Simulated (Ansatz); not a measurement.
# GaAs (I4/mmm) in Ansatz: further runs, part 2 of 2

Ansatz 0.2.0. The steps go on from the part before.

## Step 5: Single point, HF

Input file input:

```
crystal:
  lattice:
    - [-1.88077396, 1.88077396, 3.02585088]
    - [1.88077396, -1.88077396, 3.02585088]
    - [1.88077396, 1.88077396, -3.02585088]
  atoms:
    - { symbol: Ga, position: [0.0, 0.0, 0.0] }
    - { symbol: As, position: [0.5, 0.5, 0.0] }
hamiltonian:
  xc: hf
  pseudopotentials: { kind: paw }
kpoints:
  mp_grid: { grid: [5, 5, 5] }
scf:
  occupations: { method: fermi_dirac, width: 0.05 }
output:
  forces: true
  stress: true
  eigenvalues: true
```

Potentials or basis: Ansatz PAW.

The program printed:

```text
Warning: output.stress: scf.convergence.dr2_threshold = 1e-7 eV (the SCF's general default) is looser than the 2e-10 eV advised for a printed stress (1e-10 eV for each atom of the cell: 2). What an SCF threshold leaves in a stress goes as its square root, and in the free energy as the threshold itself, and one threshold admits the most on a small cell: of the crystals measured, under no hybrid functional and no lock of the moments, on runs that ended without the residual-converged pass, on stresses that held no estimate of that error, the worst erred by over 100 MPa in a component at 1e-7 eV an atom and by under 5 at 1e-10. Set scf.convergence.dr2_threshold to 2e-10 eV or tighter. The threshold is an SCF's pass mark: one that does not reach it within its budget of iterations ends unconverged, or closes short of it on a stop that the run arms, and scf.convergence.dr2_threshold's page says what that costs each kind of run
Warning: output.stress: scf.exx.energy_threshold = 1e-6 eV is looser than the 2e-8 eV advised for a stress under a hybrid functional (1e-8 eV for each atom of the cell: 2). Every SCF of the exchange loop can meet its threshold on dr2 while the loop round them stops early: no threshold on dr2 bounds what that leaves in the stress. Set scf.exx.energy_threshold to 2e-8 eV or tighter. The threshold is the loop's pass mark: a loop that does not reach it within its budget of cycles ends unconverged, and scf.exx.energy_threshold's page has the law
GPUs: using 1 of 1 available (devices: 1).
Engine: ansatz 0.2.0, x86_64-unknown-linux-gnu
Pseudopotentials: kind: paw
Pseudopotential: Ga, paw, valence charge 13, recommended cutoff 420 eV (normal), Ga.paw.azcp
Pseudopotential: As, paw, valence charge 15, recommended cutoff 420 eV (normal), As.paw.azcp
Functional definition: HF
  exchange = exact_x
  correlation = 0
device memory: the entry about to start is reckoned to put 0.5 GiB on a device that reports 69.6 GiB free (of which the cap on the GPU budget leaves the run 18.0 GiB)
GPU FFT provider: cuFFT
GPU libraries: cuBLAS 13.8.2, cuFFT 12.4.0, cuSOLVER 12.3.4
Crystal: 2 atoms, lattice volume = 42.813 Å³
Basis set: ecut = 420 eV, 815 PW (Γ)
Bands: 18, of which v1, the nominal top of the filled ones, is band 14 counted from 1 (13 counted from 0)
Symmetry: 16 space group operations
Space group: I4/mmm (ITA 139), of the structure as read, at distance tolerance 3.5e-5 Å
k-points: 18 of 125
Non-local potential: Ga, projectors of the file, l = 0: 2, l = 1: 2, l = 2: 3, l = 3: 1
Non-local potential: As, projectors of the file, l = 0: 2, l = 1: 2, l = 2: 3, l = 3: 1
PAW form: soft (Blöchl's): semilocal exchange-correlation on the pseudo side does not see the compensation charge
PAW frozen core: Ga, regenerated for the run's functional, and the local potential with it (the file was generated under x = pbe(κ = 0.804, μ = 0.2195149727645171), c = pbe(β = 0.06672455060314922))
PAW frozen core: As, regenerated for the run's functional, and the local potential with it (the file was generated under x = pbe(κ = 0.804, μ = 0.2195149727645171), c = pbe(β = 0.06672455060314922))
PAW one-centre angular grid: Ga, 590 points (default); XC on 64 Gauss nodes
PAW one-centre angular grid: As, 590 points (default); XC on 64 Gauss nodes
Initial density: superposition of atomic densities (neutral atoms: chi_scale 0, normalization atom), corrected by the library's trained network
Initial wavefunctions: pseudopotential atomic-orbital guess
GPU buffer pool allocated for 19683 grid points (all kernels)
GPU transforms: local potential and band sums: pruned to the plane-wave sphere, on 27×27×27
Functional: x = pbe(κ = 0.804, μ = 0.2195149727645171), c = none, warm-up for x = 0 pbe(κ = 0.804, μ = 0.2195149727645171) + 1 exact, c = none
SCF iter   1: F=—  HF=-8554.034706 eV  |F-HF|=—  |Δ(HF+E_count)|=         —  Δρ=8.00e-3  dr2=1.70e-2  ethr=1.77e-3  ⟨swp⟩=7.3  Hψ=1405  notcnv=0
preconditioner: auto → none  [insulator: Δε(μ)=0.226 eV  Ē_g=14.930 eV  σ=0.050 eV  W_gap=0.72  n_scr=14 (ndim 8)  ℏωp=24.1 eV  f_vac=0.001  D(μ)=0.79/eV (n_scr^D=0)]
SCF iter   2: F=—  HF=-8554.022908 eV  |F-HF|=—  |Δ(HF+E_count)|=   1.18e-2  Δρ=2.10e-3  dr2=2.68e-3  ethr=6.08e-5  ⟨swp⟩=4.6  Hψ=1063  notcnv=0
SCF iter   3: F=—  HF=-8554.022085 eV  |F-HF|=—  |Δ(HF+E_count)|=   8.23e-4  Δρ=1.48e-3  dr2=6.34e-4  ethr=9.57e-6  ⟨swp⟩=4.2  Hψ=873  notcnv=0
SCF iter   4: F=—  HF=-8554.022056 eV  |F-HF|=—  |Δ(HF+E_count)|=   2.90e-5  Δρ=5.55e-4  dr2=7.77e-5  ethr=2.26e-6  ⟨swp⟩=3.0  Hψ=694  notcnv=0
iter 5 solved again at ethr=1.68e-8 eV; its pass at ethr=2.77e-7 eV (dr2=4.71e-6 eV) is discarded
[... 114 lines left out ...]
SCF iter  10: F=—  HF=-8560.612263 eV  |F-HF|=—  |Δ(HF+E_count)|=   4.47e-7  Δρ=8.39e-6  dr2=1.49e-7  ethr=1.39e-12  ⟨swp⟩=5.2  Hψ=1281  notcnv=0  defer=1
SCF iter  11: F=—  HF=-8560.612264 eV  |F-HF|=—  |Δ(HF+E_count)|=   2.86e-7  Δρ=2.15e-6  dr2=1.57e-8  ethr=1.39e-12  ⟨swp⟩=5.3  Hψ=1229  notcnv=0
SCF iter  12: F=-8560.612264 eV  HF=-8560.612264 eV  |F-HF|=5.75e-10  |Δ(HF+E_count)|=   3.55e-8  Δρ=6.00e-7  dr2=1.05e-9  ethr=1.39e-12  ⟨swp⟩=5.1  Hψ=1167  notcnv=0
SCF 7 converged in 12 iterations: F = -8560.612264 eV  dr2 = 1.05e-9
  Residual-converged pass: ⟨swp⟩=1.2  Hψ=327  notcnv=0  max |occ|·‖R‖ = 2.1e-6 eV (tolerance 2.4e-6 eV)  dr2=1.05e-9  dr2_onsite=4.51e-10  max |Δocc| = 3.6e-15
hybrid outer 6: dexx = +7.088e-5 eV, tail = 6.04e-6 eV, Δε = 2.16e-2 eV (about 2.60e-3 eV left of the loop's levels)
GPU FFT provider: cuFFT
GPU libraries: cuBLAS 13.8.2, cuFFT 12.4.0, cuSOLVER 12.3.4
GPU buffer pool allocated for 19683 grid points (all kernels)
GPU transforms: local potential and band sums: pruned to the plane-wave sphere, on 27×27×27
Exchange kernel: α = 1.0000, full range, Wigner–Seitz truncation, v(0) = 10603.6893 eV·Å³, q-mesh 5×5×5, nearest image of the exchange supercell L = 18.81 Å, pair-density grid 18×18×18, without the augmentation charges, whose exchange is taken in its separable form by FFT convolution over the k-point mesh (sized by the pseudopotential files, 24×24×20 at the most), smooth part of the exact exchange by density-matrix convolution in up to 1.88 GiB of GPU memory as planned if the GPU has room (build and FFT work areas not counted)
Frozen-core exchange: fock
SCF iter   1: F=—  HF=-8560.612264 eV  |F-HF|=—  |Δ(HF+E_count)|=         —  Δρ=4.24e-6  dr2=1.44e-8  ethr=1.07e-8  ⟨swp⟩=4.7  Hψ=759  notcnv=0
preconditioner: auto → none  [insulator: Δε(μ)=2.366 eV  Ē_g=14.644 eV  σ=0.050 eV  W_gap=0.88  n_scr=14 (ndim 8)  ℏωp=13.9 eV  f_vac=0.002  D(μ)=0.28/eV (n_scr^D=0)]
SCF iter   2: F=-8560.612264 eV  HF=-8560.612264 eV  |F-HF|=2.36e-9  |Δ(HF+E_count)|=   2.86e-8  Δρ=2.57e-6  dr2=3.15e-9  ethr=2.23e-11  ⟨swp⟩=4.5  Hψ=1129  notcnv=0  defer=1
SCF 8 converged in 2 iterations: F = -8560.612264 eV  dr2 = 3.15e-9
  Residual-converged pass: ⟨swp⟩=2.0  Hψ=423  notcnv=0  max |occ|·‖R‖ = 2.4e-6 eV (tolerance 2.4e-6 eV)  dr2=3.15e-9  dr2_onsite=4.18e-10  max |Δocc| = 3.7e-14
hybrid outer 7: dexx = +3.270e-8 eV, tail = 1.20e-8 eV, Δε = 2.87e-4 eV (about 1.06e-4 eV left of the loop's levels), ΔF = 2.91e-28 eV/Å (tail 3.05e-28)
hybrid SCF converged: 7 outer / 48 inner (+9 warm-up), last move |dexx| = 3.27e-8 eV, tail = 1.20e-8 eV
Stability not checked: this state was not tested for a lower state beside it, because the functional holds exact exchange (a hybrid, or Hartree-Fock), whose exchange loop this test does not read (fock_operator; see scf.lower_state_search)
Free energy (F): -8560.612264 eV
Frozen-core exchange: fock
Harris-Foulkes:  -8560.612264 eV  (|F-HF|=2.36e-9)
Internal energy: -8560.609690 eV  (E = F + TS)
E sigma→0 (E₀):  -8560.610977 eV
Entropy (-TS):   -0.002574 eV (-1.287 meV/atom)
Fermi energy:    8.357473 eV
--- Per-component energies (eV) ---
  E_band       = -600.827342
  E_kinetic    = 210.197751
  E_local      = -3571.994859  (includes V_loc(G=0)·N_el)
  E_nonlocal   = -254.064684
  E_hartree    = 1830.603828
  E_xc         = 0.000000
  E_vxc        = 0.000000  (∫ρ·V_xc dr)
  E_exx        = -484.194608  (= α·E_x^exact, valence–valence)
  E_paw        = -3411.872807  (= ΣΔE_a)
  E_vpaw       = 322.217680  (= ΣTr[D̂ρ^β])
  E_aug_tail   = -0.000148  (compensation charges beyond the density's cutoff)
  E_ewald      = -2876.677681
  E_core_change = -2.606483  (= ΣΔE_core)
  E_smearing   = -0.002574  (= −TS)
  E_closure    = 0.000000  (closes the sum)
  Σ components = -8560.612264   (vs F -8560.612264, Δ=0.00e0)
--- Forces (eV/Å), atoms counted from 1 ---
  atom   1  Ga    -0.00000000     0.00000000     0.00000000
  atom   2  As    -0.00000000     0.00000000    -0.00000000
  max |Σ_I F_I| component: 2.86e-28 eV/Å
--- Stress (GPa, compression-positive) ---
       -3.505440       0.000000       0.000000
        0.000000      -3.505440      -0.000000
        0.000000       0.000000      -3.966215
  P = ⅓ Tr σ = -3.6590 GPa (-36.590 kbar)
--- Band table (eV; the first three rows and the last of 18) ---
  k-point 0: bands = ["-41.6902", "-41.6790", "-41.6165", "-41.6165", "-41.6046", "-19.1085", "-19.0508", "-19.0343", "-19.0343", "-18.9995", "-10.3803", "7.1029", "7.1029", "10.6228", "12.3945", "19.3543", "20.1965", "21.4184"]
  k-point 1: bands = ["-41.6905", "-41.6777", "-41.6166", "-41.6160", "-41.6040", "-19.1039", "-19.0711", "-19.0382", "-19.0310", "-18.9874", "-9.3250", "3.3727", "5.3926", "7.4008", "15.2788", "18.7598", "18.8573", "19.1389"]
  k-point 2: bands = ["-41.6917", "-41.6763", "-41.6168", "-41.6163", "-41.6028", "-19.1247", "-19.0842", "-19.0445", "-19.0246", "-18.9668", "-6.6342", "0.7982", "3.3295", "5.4444", "5.5088", "16.8211", "21.4256", "25.1294"]
  k-point 17: bands = ["-41.6900", "-41.6784", "-41.6159", "-41.6158", "-41.6040", "-19.1385", "-19.0576", "-19.0252", "-19.0214", "-18.9982", "-7.2403", "0.8034", "0.8890", "5.6598", "11.8578", "19.4605", "22.0967", "23.8087"]
```

Wall time 17 s (1 × NVIDIA H100 80GB HBM3 with 2 threads of AMD EPYC 7R13 (Zen 3), shared host); peak memory 1.8 GiB.

What came out:

| Item | Value |
| --- | --- |
| Free energy | -8560.6123 eV |
| Pressure | -3.7 GPa |
| Band gap on the k mesh | none (metal or under the smearing width) |

Stress tensor (GPa, compression positive):
```
-3.51  0.00  0.00
 0.00 -3.51  0.00
 0.00  0.00 -3.97
```

Levels at points of the mesh, in eV from the Fermi level:
| k point | band 11 | band 12 | band 13 | band 14 | band 15 | band 16 | band 17 | band 18 |
| --- | --- | --- | --- | --- | --- | --- | --- | --- |
| (0.00, 0.00, 0.00) | -18.74 | -1.25 | -1.25 | 2.27 | 4.04 | 11.00 | 11.84 | 13.06 |

Caveat: the k mesh is coarse (spacing up to 0.47 Å⁻¹), so the values aren't converged, least of all with exact exchange; the PAW data sets come from PBE, with cores solved anew for the run's functional, which leaves a small shift of forces and pressure; the thresholds are loose for stress.

## Step 6: Overview

| level | cutoff (eV) | gap on the mesh (eV) | pressure (GPa) |
| --- | --- | --- | --- |
| r2SCAN0 | 500 | none | -7.1 |
| r2SCANh | 500 | none | -6.3 |
| r2SCAN50 | 500 | none | -8.5 |
| HF | 420 | none | -3.7 |

Alike in all rows: task single point; potentials or basis Ansatz PAW; no spin polarisation; cell as given; k mesh 5 × 5 × 5; smearing fermi-dirac 0.05 eV; the mesh is coarse, so values aren't converged.

Caveats: all runs use coarse meshes; the PAW data sets come from PBE, with cores solved anew for the run's functional, which leaves a small shift of forces and pressure; the thresholds are loose for stress.

Total energies depend on the potentials used, so only differences within one code and one set of settings carry meaning.
